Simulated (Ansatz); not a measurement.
**CsPbI3 under a change: isotropic strain −0.44 %**

Consider CsPbI3 in the cubic perovskite structure (space group Pm-3m, No. 221; a = 6.390 Å).

It is then changed as follows: the cell is scaled by 0.9956 in all directions, atoms relaxed at fixed cell.

All numbers come from PBE (Ansatz, a program for electronic structure, PAW, scalar-relativistic without spin-orbit coupling). Γ-centred 5×5×5 mesh, Fermi–Dirac width 0.05 eV.

The volume per atom drops by 0.69 Å³ (52.20 Å³ → 51.51 Å³) and the space group stays Pm-3m (No. 221). The shortest interatomic distance shrinks by 0.014 Å to 3.181 Å and the energy grows by 0.4 meV/atom. The pressure goes from zero to 2.0 kbar and the band gap falls by 0.04 eV (1.48 eV → 1.44 eV). The gap character remains direct at R and the electron mass (degenerate bands, along [100]) goes from 0.070, 0.77, 0.77 mₑ (at R) to 0.068, 0.75, 0.75 mₑ (at R).

With I and Pb present, leaving out spin-orbit coupling can change the band edges. Effective masses come from finite differences of ±0.01 Å⁻¹. No phonon test of stability was made. Many cubic perovskites are stable only at high temperature; tilts and polar distortions were not tested. This is not the structure that CsPbI3 has at room temperature and ambient pressure.
